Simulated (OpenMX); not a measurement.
NaCl under changes of volume

One of the cells (21.813 Å³/atom); the others are scaled copies at fixed shape and fractional positions:

```
Cl Na
1.0
     0.00000    2.79406    2.79406
     2.79406    0.00000    2.79406
     2.79406    2.79406    0.00000
Cl Na
1 1
Direct
  0.50000 0.50000 0.50000
  0.00000 0.00000 0.00000
```

The cell is a database's computed one.

| Quantity | Value |
| --- | --- |
| Program | OpenMX 3.8.5 |
| Functional | PBE |
| Potentials or basis | OpenMX 2013 PBE set, Cl7.0-s2p2d1, Na9.0-s3p2, fixed grid of 42 × 42 × 42 points |
| k mesh | 9 × 9 × 9 |
| Occupations | fermi-dirac, width 0.05 eV |
| Spin | no spin polarisation |

```tsv
volume (Å³/atom)	energy over the lowest point (meV/atom)	gap on the mesh (eV)
20.504	?	?
20.940	23.02	5.60
21.376	14.86	5.52
21.813	8.75	5.44
22.249	4.31	5.36
22.685	1.42	5.28
23.121	0.00	5.21
```

What does the run at 20.504 Å³/atom give?

Energy over the lowest point 33.32 meV/atom; gap on the mesh 5.69 eV.

Worked out: A Birch-Murnaghan fit of order 3 (a polynomial in V^(-2/3)) to the other rows has its minimum at 23.41 Å³/atom, just outside them, with B0 = V·E''(V) = 23 GPa and B' = 4.9. It gives 33.31 meV/atom at 20.504 Å³/atom, against the run's 33.32. A straight line through the other rows of the gap, of slope -3.97 eV per unit of ln V (its deformation potential), extrapolates to 5.68 eV, against the run's 5.69.

Energies are extrapolated to zero smearing.

Caveats: an odd mesh through Γ misses points on the zone boundary, where band edges often lie; the basis of atomic orbitals isn't converged, which shifts pressures, moduli and gaps.
